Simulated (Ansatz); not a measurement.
Wanted: the native input for an Ansatz 0.2.0 run.

| Property | Result |
| --- | --- |
| Task | band structure |
| Functional | PBEsol |
| Potentials or basis | all-electron LAPW, scalar-relativistic |
| Cutoff | 241 eV (chosen from the basis error) |
| Basis error allowed | 0.001 eV/atom |
| k mesh | 9 × 9 × 9 |
| Occupations | fermi-dirac, width 0.05 eV |
| Spin | no spin polarisation |

Crystal: AlRu.

```
Ru Al
1.0
     2.99160    0.00000    0.00000
     0.00000    2.99160    0.00000
     0.00000    0.00000    2.99160
Ru Al
1 1
Direct
  0.50000 0.50000 0.50000
  0.00000 0.00000 0.00000
```

One way to write it, as run:

input.yaml

```yaml
crystal:
  lattice:
    - [2.9916, 0.0, 0.0]
    - [0.0, 2.9916, 0.0]
    - [0.0, 0.0, 2.9916]
  atoms:
    - { symbol: Ru, position: [0.5, 0.5, 0.5] }
    - { symbol: Al, position: [0.0, 0.0, 0.0] }
kpoints:
  mp_grid: { grid: [9, 9, 9] }
  band_path:
    path:
      - [0.0, 0.0, 0.0]
      - [0.0, 0.5, 0.0]
      - [0.5, 0.5, 0.0]
      - [0.0, 0.0, 0.0]
      - [0.5, 0.5, 0.5]
      - [0.0, 0.5, 0.0]
    npoints: 6
scf:
  occupations: { method: fermi_dirac, width: 0.05 }
hamiltonian:
  xc: pbesol
  pseudopotentials: { kind: all_electron, lapw: { basis_error: 0.001 } }
output:
  forces: true
  stress: true
  eigenvalues: true
```

Potentials or basis: all-electron LAPW, scalar-relativistic.

Command:

```sh
$ ansatz run input.yaml --threads 1 --pin off --max-ram 3072MiB --backend cpu --events-out ev --progress --plain --runs-dir out
```

Results of the run:

```yaml
Pressure: -3.4 GPa
Band_gap_along_the_path: none (metal or under the smearing width)
```

It took 3 s on 1 thread of AMD EPYC 9R45 96-Core Processor (Zen 5), with other jobs on the host, peak memory 0.32 GiB.
